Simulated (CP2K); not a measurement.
# RbBr (Fm-3m) in CP2K: notebook, part 2 of 2

CP2K 2026.2.

### Step 3. Single point, PBE

rbbr_scf.inp reads:

```
&GLOBAL
  PROJECT rbbr_scf
  RUN_TYPE ENERGY_FORCE
  PRINT_LEVEL LOW
&END GLOBAL
&FORCE_EVAL
  METHOD QS
  STRESS_TENSOR ANALYTICAL
  &DFT
    BASIS_SET_FILE_NAME BASIS_MOLOPT_UCL
    POTENTIAL_FILE_NAME GTH_POTENTIALS
    &MGRID
      CUTOFF 450
      REL_CUTOFF 60
      NGRIDS 5
    &END MGRID
    &QS
      METHOD GPW
      EPS_DEFAULT 1.0E-10
    &END QS
    &KPOINTS
      SCHEME MONKHORST-PACK 7 7 7
      GAMMA_CENTERED T
      SYMMETRY T
      SYMMETRY_BACKEND SPGLIB
    &END KPOINTS
    &SCF
      SCF_GUESS ATOMIC
      EPS_SCF 1.0E-6
      MAX_SCF 100
      ADDED_MOS 10
      CHOLESKY OFF
      EPS_EIGVAL 1.0E-7
      &DIAGONALIZATION ON
        ALGORITHM STANDARD
      &END DIAGONALIZATION
      &MIXING ON
        METHOD BROYDEN_MIXING
        ALPHA 0.4
        BETA 1.5
        NBUFFER 8
      &END MIXING
      &SMEAR ON
        METHOD FERMI_DIRAC
        ELECTRONIC_TEMPERATURE [K] 580.226
      &END SMEAR
    &END SCF
    &XC
      &XC_FUNCTIONAL PBE
      &END XC_FUNCTIONAL
    &END XC
    &PRINT
      &KPOINTS ON
      &END KPOINTS
      &MULLIKEN ON
      &END MULLIKEN
      &MO ON
        ENERGIES T
        OCCUPATION_NUMBERS T
        &EACH
          QS_SCF 0
        &END EACH
        ADD_LAST NUMERIC
      &END MO
    &END PRINT
  &END DFT
  &SUBSYS
    &CELL
      ABC 4.8465098783 4.8465098783 4.8465098782
      ALPHA_BETA_GAMMA 60.0000000003 60.0000000001 60.0000000005
      PERIODIC XYZ
    &END CELL
    &COORD
      Rb  0.0000000000 0.0000000000 0.0000000000
      Br  4.8465098783 2.7981337828 1.9785793725
    &END COORD
    &KIND Rb
      BASIS_SET TZVP-MOLOPT-SR-GTH-q9
      POTENTIAL GTH-PBE-q9
    &END KIND
    &KIND Br
      BASIS_SET TZVP-MOLOPT-SR-GTH-q7
      POTENTIAL GTH-PBE-q7
    &END KIND
    &PRINT
      &ATOMIC_COORDINATES ON
      &END ATOMIC_COORDINATES
      &CELL ON
      &END CELL
    &END PRINT
  &END SUBSYS
  &PRINT
    &FORCES ON
    &END FORCES
    &STRESS_TENSOR ON
    &END STRESS_TENSOR
  &END PRINT
&END FORCE_EVAL
```

Potentials or basis: GTH_POTENTIALS Rb GTH-PBE-q9, Br GTH-PBE-q7; TZVP-MOLOPT-SR-GTH basis.

Command:

```bash
$ OMP_NUM_THREADS=1 cp2k.psmp -i rbbr_scf.inp -o rbbr_scf.out
```

rbbr_scf.out:

```text

 CP2K| version string:                                       CP2K version 2026.2
 CP2K| Input file name                                              rbbr_scf.inp

 GLOBAL| Force Environment number                                              1
 GLOBAL| Basis set file name                                    BASIS_MOLOPT_UCL
 GLOBAL| Potential file name                                      GTH_POTENTIALS
 GLOBAL| MM Potential file name                                     MM_POTENTIAL
 GLOBAL| Coordinate file name                                      __STD_INPUT__
 GLOBAL| Method name                                                        CP2K
 GLOBAL| Project name                                                   rbbr_scf
 GLOBAL| Run type                                                   ENERGY_FORCE
 GLOBAL| FFT library                                                       FFTW3
 GLOBAL| Diagonalization library                                       ScaLAPACK
 GLOBAL| Cholesky decomposition library                                ScaLAPACK
 GLOBAL| DGEMM library                                                      BLAS
 GLOBAL| Direct generalized diagonalization requested                          F
 GLOBAL| Matrix multiplication library                                 ScaLAPACK
 GLOBAL| Global print level                                                  LOW
 GLOBAL| Total number of message passing processes                             1
 GLOBAL| Number of threads for this process                                    1
 GLOBAL| CPU model name                                                  UNKNOWN

 CELL| Volume [angstrom^3]:                                            80.495631
 CELL| Vector a [angstrom]:       4.847     0.000     0.000   |a| =     4.846510
 CELL| Vector b [angstrom]:       2.423     4.197     0.000   |b| =     4.846510
 CELL| Vector c [angstrom]:       2.423     1.399     3.957   |c| =     4.846510
 CELL| Angle (b,c), alpha [degree]:                                    60.000000
 CELL| Angle (a,c), beta  [degree]:                                    60.000000
 CELL| Angle (a,b), gamma [degree]:                                    60.000000
 CELL| Numerically orthorhombic:                                              NO
 CELL| Periodicity                                                           XYZ

 CELL_REF| Volume [angstrom^3]:                                        80.495631
 CELL_REF| Vector a [angstrom     4.847     0.000     0.000   |a| =     4.846510
 CELL_REF| Vector b [angstrom     2.423     4.197     0.000   |b| =     4.846510
 CELL_REF| Vector c [angstrom     2.423     1.399     3.957   |c| =     4.846510
 CELL_REF| Angle (b,c), alpha [degree]:                                60.000000
 CELL_REF| Angle (a,c), beta  [degree]:                                60.000000
 CELL_REF| Angle (a,b), gamma [degree]:                                60.000000
[... 123 lines left out ...]

  Overlap energy of the core charge distribution:               0.00000000000000
  Self energy of the core charge distribution:                -74.27728578503218
  Core Hamiltonian energy:                                     16.62643286666313
  Hartree energy:                                              26.42586249876041
  Exchange-correlation energy:                                 -6.42500544867451
  Electronic entropic energy:                                  -0.00000000000000
  Fermi energy:                                                 0.10158750838223

  Total energy:                                               -37.64999586828315
  Total energy (extrapolated to T->0):                        -37.64999586828315

 MO| EIGENVALUES AND OCCUPATION NUMBERS FOR K POINT 1
 MO|
 MO|  Index      Eigenvalue [a.u.]        Eigenvalue [eV]             Occupation
 MO|      1              -0.900759             -24.510911               2.000000
 MO|      2              -0.445359             -12.118835               2.000000
 MO|      3              -0.312406              -8.500988               2.000000
 MO|      4              -0.312406              -8.500988               2.000000
 MO|      5              -0.310352              -8.445096               2.000000
 MO|      6              -0.032134              -0.874419               2.000000
[... 335 lines left out ...]
 MO|     17               0.560789              15.259840               0.000000
 MO|     18               0.682141              18.562014               0.000000
 MO| Sum:                                                              16.000000
 MO| E(Fermi):            0.101588 a.u.          2.764337 eV
 MO| Band gap:            0.226509 a.u.          6.163628 eV

 [... the levels of further k-points ...]

 !-----------------------------------------------------------------------------!
                     Mulliken Population Analysis

 #  Atom  Element  Kind  Atomic population                           Net charge
       1     Rb       1          8.308468                              0.691532
       2     Br       2          7.691532                             -0.691532
 # Total charge                             16.000000                  0.000000

 !-----------------------------------------------------------------------------!

 ENERGY| Total FORCE_EVAL ( QS ) energy [hartree]            -37.649995588971514

 FORCES| Atomic forces [hartree/bohr]
 FORCES|   Atom     x               y               z               |f|
 FORCES|      1 -1.12848967E-12  1.75034717E-12 -9.32526908E-14   2.08468228E-12
 FORCES|      2  1.11145778E-12 -1.73336182E-12  8.78956435E-14   2.06097241E-12
 FORCES| Sum    -1.70318875E-14  1.69853439E-14 -5.35704722E-15
 FORCES| Total atomic force                                       2.46431543E-14

 STRESS| Analytical stress tensor [bar]
 STRESS|                        x                   y                   z
 STRESS|      x        1.13946941887E+04   2.35293154008E-01   1.61057459351E-01
 STRESS|      y        2.35293154008E-01   1.13944335138E+04   1.05081004738E-01
 STRESS|      z        1.61057459351E-01   1.05081004738E-01   1.13943541367E+04
 STRESS| 1/3 Trace                                             1.13944939464E+04
 STRESS| Determinant                                           1.47939833506E+12

 STRESS| Eigenvectors and eigenvalues of the analytical stress tensor [bar]
 STRESS|                        1                   2                   3
 STRESS| Eigenvalues   1.13942814653E+04   1.13942999684E+04   1.13949004054E+04
 STRESS|      x           0.025684030006     -0.585460892594      0.810293696042
 STRESS|      y          -0.594946076325      0.642431204598      0.483033449799
 STRESS|      z           0.803355149898      0.494487300750      0.331817438554
```

Run time: 19 s. Hardware: 1 thread of Arm Neoverse V2, shared host; peak memory 0.34 GiB.

What came out:

| Property | Result |
| --- | --- |
| Free energy | -1024.5085 eV |
| Pressure | 1.1 GPa |
| Band gap on the k mesh | 4.33 eV, direct |
| Mulliken charges | Rb +0.69; Br -0.69 e |

Levels at points of the mesh, in eV from the valence-band top:
| k point | band 5 | band 6 | band 7 | band 8 | band 9 | band 10 | band 11 | band 12 |
| --- | --- | --- | --- | --- | --- | --- | --- | --- |
| (0.00, 0.00, 0.00) | -8.58 | 0.00 | 0.00 | 0.00 | 4.33 | 8.18 | 8.18 | 8.18 |

Caveat: Mulliken charges move with the basis; an odd mesh through Γ misses points on the zone boundary, where band edges often lie; the basis of atomic orbitals isn't converged, which shifts pressures, moduli and gaps.

### Step 4. Single point, PBE

rbbr_scf.inp, as its differences from that of step 3:

```diff
@@ -9,4 +9,4 @@
   &DFT
-    BASIS_SET_FILE_NAME BASIS_MOLOPT_UCL
-    POTENTIAL_FILE_NAME GTH_POTENTIALS
+    BASIS_SET_FILE_NAME BASIS_MOLOPT_UZH
+    POTENTIAL_FILE_NAME POTENTIAL_UZH
     &MGRID
@@ -77,3 +77,3 @@
     &KIND Rb
-      BASIS_SET TZVP-MOLOPT-SR-GTH-q9
+      BASIS_SET TZVP-MOLOPT-PBE-GTH-q9
       POTENTIAL GTH-PBE-q9
@@ -81,3 +81,3 @@
     &KIND Br
-      BASIS_SET TZVP-MOLOPT-SR-GTH-q7
+      BASIS_SET TZVP-MOLOPT-PBE-GTH-q7
       POTENTIAL GTH-PBE-q7
```

Potentials or basis: POTENTIAL_UZH Rb GTH-PBE-q9, Br GTH-PBE-q7; TZVP-MOLOPT-PBE-GTH basis.

Command:

```bash
$ OMP_NUM_THREADS=1 cp2k.psmp -i rbbr_scf.inp -o rbbr_scf.out
```

rbbr_scf.out:

```text

 CP2K| version string:                                       CP2K version 2026.2
 CP2K| Input file name                                              rbbr_scf.inp

 GLOBAL| Force Environment number                                              1
 GLOBAL| Basis set file name                                    BASIS_MOLOPT_UZH
 GLOBAL| Potential file name                                       POTENTIAL_UZH
 GLOBAL| MM Potential file name                                     MM_POTENTIAL
 GLOBAL| Coordinate file name                                      __STD_INPUT__
 GLOBAL| Method name                                                        CP2K
 GLOBAL| Project name                                                   rbbr_scf
 GLOBAL| Run type                                                   ENERGY_FORCE
 GLOBAL| FFT library                                                       FFTW3
 GLOBAL| Diagonalization library                                       ScaLAPACK
 GLOBAL| Cholesky decomposition library                                ScaLAPACK
 GLOBAL| DGEMM library                                                      BLAS
 GLOBAL| Direct generalized diagonalization requested                          F
 GLOBAL| Matrix multiplication library                                 ScaLAPACK
 GLOBAL| Global print level                                                  LOW
 GLOBAL| Total number of message passing processes                             1
 GLOBAL| Number of threads for this process                                    1
 GLOBAL| CPU model name                                                  UNKNOWN

 CELL| Volume [angstrom^3]:                                            80.495631
 CELL| Vector a [angstrom]:       4.847     0.000     0.000   |a| =     4.846510
 CELL| Vector b [angstrom]:       2.423     4.197     0.000   |b| =     4.846510
 CELL| Vector c [angstrom]:       2.423     1.399     3.957   |c| =     4.846510
 CELL| Angle (b,c), alpha [degree]:                                    60.000000
 CELL| Angle (a,c), beta  [degree]:                                    60.000000
 CELL| Angle (a,b), gamma [degree]:                                    60.000000
 CELL| Numerically orthorhombic:                                              NO
 CELL| Periodicity                                                           XYZ

 CELL_REF| Volume [angstrom^3]:                                        80.495631
 CELL_REF| Vector a [angstrom     4.847     0.000     0.000   |a| =     4.846510
 CELL_REF| Vector b [angstrom     2.423     4.197     0.000   |b| =     4.846510
[... 123 lines left out ...]

  Electronic density on regular grids:        -15.9999999999        0.0000000001
  Core density on regular grids:               15.9999999980       -0.0000000020
  Total charge density on r-space grids:       -0.0000000019
  Total charge density g-space grids:          -0.0000000019

  Overlap energy of the core charge distribution:               0.00000000000000
  Self energy of the core charge distribution:                -74.61993160757149
  Core Hamiltonian energy:                                     16.67635342538829
  Hartree energy:                                              26.74899494251537
  Exchange-correlation energy:                                 -6.41893968602187
  Electronic entropic energy:                                  -0.00000000000000
  Fermi energy:                                                 0.10208649185697

  Total energy:                                               -37.61352292568970
  Total energy (extrapolated to T->0):                        -37.61352292568970

 MO| EIGENVALUES AND OCCUPATION NUMBERS FOR K POINT 1
 MO|
 MO|  Index      Eigenvalue [a.u.]        Eigenvalue [eV]             Occupation
 MO|      1              -0.895260             -24.361273               2.000000
 MO|      2              -0.445744             -12.129319               2.000000
 MO|      3              -0.310681              -8.454061               2.000000
 MO|      4              -0.310681              -8.454061               2.000000
 MO|      5              -0.308715              -8.400574               2.000000
 MO|      6              -0.032005              -0.870912               2.000000
[... 335 lines left out ...]
 MO|     17               0.520855              14.173191               0.000000
 MO|     18               0.677793              18.443674               0.000000
 MO| Sum:                                                              16.000000
 MO| E(Fermi):            0.102086 a.u.          2.777915 eV
 MO| Band gap:            0.224585 a.u.          6.111267 eV

 [... the levels of further k-points ...]

 !-----------------------------------------------------------------------------!
                     Mulliken Population Analysis

 #  Atom  Element  Kind  Atomic population                           Net charge
       1     Rb       1          8.255231                              0.744769
       2     Br       2          7.744769                             -0.744769
 # Total charge                             16.000000                  0.000000

 !-----------------------------------------------------------------------------!

 ENERGY| Total FORCE_EVAL ( QS ) energy [hartree]            -37.613523349960545

 FORCES| Atomic forces [hartree/bohr]
 FORCES|   Atom     x               y               z               |f|
 FORCES|      1 -1.27113288E-12  1.96007814E-12 -1.18518329E-13   2.33917330E-12
 FORCES|      2  1.23360971E-12 -1.92136103E-12  1.20336979E-13   2.28646061E-12
 FORCES| Sum    -3.75231727E-14  3.87171101E-14  1.81864982E-15
 FORCES| Total atomic force                                       5.39472946E-14

 STRESS| Analytical stress tensor [bar]
 STRESS|                        x                   y                   z
 STRESS|      x        1.17776743375E+04   2.21994785966E-01   1.57861415837E-01
 STRESS|      y        2.21994785966E-01   1.17774164658E+04   8.98219627304E-02
 STRESS|      z        1.57861415837E-01   8.98219627304E-02   1.17773515852E+04
 STRESS| 1/3 Trace                                             1.17774807962E+04
 STRESS| Determinant                                           1.63364321729E+12

 STRESS| Eigenvectors and eigenvalues of the analytical stress tensor [bar]
 STRESS|                        1                   2                   3
 STRESS| Eigenvalues   1.17772870400E+04   1.17772891264E+04   1.17778662221E+04
 STRESS|      x          -0.486348097301     -0.308400559869      0.817529585351
 STRESS|      y           0.253985710091      0.845341548297      0.469988218780
 STRESS|      z           0.836036355263     -0.436218708213      0.332800918393
```

It took 21 s on 1 thread of Arm Neoverse V2, shared host; peak memory 0.33 GiB.

What came out:

| Item | Value |
| --- | --- |
| Free energy | -1023.5160 eV |
| Pressure | 1.2 GPa |
| Band gap on the k mesh | 4.31 eV, direct |
| Mulliken charges | Rb +0.74; Br -0.74 e |

Caveat: Mulliken charges move with the basis; an odd mesh through Γ misses points on the zone boundary, where band edges often lie; the basis of atomic orbitals isn't converged, which shifts pressures, moduli and gaps. As with any semilocal functional, this PBE gap is likely too small.

### Step 5. Single point, PBE

rbbr_scf.inp, as its differences from that of step 4:

```diff
@@ -77,3 +77,3 @@
     &KIND Rb
-      BASIS_SET TZVP-MOLOPT-PBE-GTH-q9
+      BASIS_SET TZV2P-MOLOPT-PBE-GTH-q9
       POTENTIAL GTH-PBE-q9
@@ -81,3 +81,3 @@
     &KIND Br
-      BASIS_SET TZVP-MOLOPT-PBE-GTH-q7
+      BASIS_SET TZV2P-MOLOPT-PBE-GTH-q7
       POTENTIAL GTH-PBE-q7
```

Potentials or basis: POTENTIAL_UZH Rb GTH-PBE-q9, Br GTH-PBE-q7; TZV2P-MOLOPT-PBE-GTH basis.

Command:

```bash
$ OMP_NUM_THREADS=1 cp2k.psmp -i rbbr_scf.inp -o rbbr_scf.out
```

It took 32 s on 1 thread of Arm Neoverse V2, shared host; peak memory 0.38 GiB.

Results (log left out):

```
Free energy            : -1023.5296 eV
Pressure               : 1.1 GPa
Band gap on the k mesh : 4.32 eV, direct
Mulliken charges       : Rb +0.83; Br -0.83 e
```

Levels at points of the mesh, in eV from the valence-band top:
```
           k point  band 5  band 6  band 7  band 8  band 9  band 10  band 11  band 12
(0.00, 0.00, 0.00)   -8.52    0.00    0.00    0.00    4.32     7.31     7.31     7.31
```

Caveat: Mulliken charges move with the basis; an odd mesh through Γ misses points on the zone boundary, where band edges often lie; the basis of atomic orbitals isn't converged, which shifts pressures, moduli and gaps.

### Step 6. Summary

```csv
potentials or basis,gap on the mesh (eV),pressure (GPa)
"POTENTIAL_UZH Rb GTH-PBE-q9, Br GTH-PBE-q7; ccGRB-D basis",4.55,1.3
"GTH_POTENTIALS Rb GTH-PBE-q9, Br GTH-PBE-q7; TZVP-MOLOPT-SR-GTH basis",4.33,1.1
"POTENTIAL_UZH Rb GTH-PBE-q9, Br GTH-PBE-q7; TZVP-MOLOPT-PBE-GTH basis",4.31,1.2
"POTENTIAL_UZH Rb GTH-PBE-q9, Br GTH-PBE-q7; TZV2P-MOLOPT-PBE-GTH basis",4.32,1.1
```

Alike in all rows: task single point; level PBE; no spin polarisation; cell as given; k mesh 7 × 7 × 7; smearing fermi-dirac 0.05 eV.

Caveats: an odd mesh through Γ misses points on the zone boundary, where band edges often lie; the basis of atomic orbitals isn't converged, which shifts pressures, moduli and gaps.

Absolute energies hang on the potentials; compare differences alone.
